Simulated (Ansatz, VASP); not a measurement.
This is a calculation of GaN for VASP 6.6.1. 

The input INCAR:

```
  ALGO = Normal
  EDIFF = 1E-7
  ENCUT = 520
  GGA = PE
  ISIF = 2
  ISMEAR = 0
  LASPH = T
  LCHARG = F
  LREAL = F
  LWAVE = F
  NELM = 100
  PREC = Accurate
  SIGMA = 0.03
```

Contents of KPOINTS:

```
k-points
0
Gamma
  10 10 5
```

The input POSCAR:

```
GaN
1.0
    3.1800000000      0.0000000000      0.0000000000
   -1.5900000000      2.7539607840      0.0000000000
    0.0000000000      0.0000000000      5.1660000000
Ga N
2 2
Direct
    0.6666666667      0.3333333333      0.5000000000
    0.3333333333      0.6666666667      0.0000000000
    0.6666666667      0.3333333333      0.8750000000
    0.3333333333      0.6666666667      0.3750000000
```

Potentials or basis: VASP PAW PBE potentials, release 64 (Ga_d, N).

Command:

```sh
$ cat potpaw_PBE.64/Ga_d/POTCAR potpaw_PBE.64/N/POTCAR > POTCAR
$ mpirun -np 1 vasp_std > vasp.out
```

Task: Set up the same calculation for Ansatz 0.2.0. Potentials or basis there: Ansatz PAW, cutoff 420 eV.

Result: As run (cutoffs and basis follow the program's own potentials, and thresholds, step limits or extra output files can differ):

The input input.yaml:

```yaml
crystal:
  lattice:
    - [3.18, 0.0, 0.0]
    - [-1.59, 2.753960784, 0.0]
    - [0.0, 0.0, 5.166]
  atoms:
    - { symbol: Ga, position: [0.6666666667, 0.3333333333, 0.5] }
    - { symbol: Ga, position: [0.3333333333, 0.6666666667, 0.0] }
    - { symbol: "N", position: [0.6666666667, 0.3333333333, 0.875] }
    - { symbol: "N", position: [0.3333333333, 0.6666666667, 0.375] }
hamiltonian:
  xc: pbe
  pseudopotentials: { kind: paw }
kpoints:
  mp_grid: { grid: [10, 10, 5] }
scf:
  occupations: { method: gaussian, width: 0.03 }
output:
  forces: true
  stress: true
  eigenvalues: true
```

Potentials or basis: Ansatz PAW.

Command:

```sh
$ ansatz run input.yaml --threads 2 --pin off --max-ram 5632MiB --backend cpu --events-out ev --progress --plain --runs-dir out
```

Both were run:

|  | VASP | Ansatz |
| --- | --- | --- |
| Pressure | 7.3 GPa | 7.3 GPa |
| Largest force | 0.135 eV/Å | 0.137 eV/Å |

Ansatz's pressure holds a Pulay term of +0.52 GPa for its cutoff of 420 eV, which the other run lacks.

Where Ansatz's input types no cutoff or centring, it takes its own default and a Γ-centred mesh.

Pressure is positive in compression.
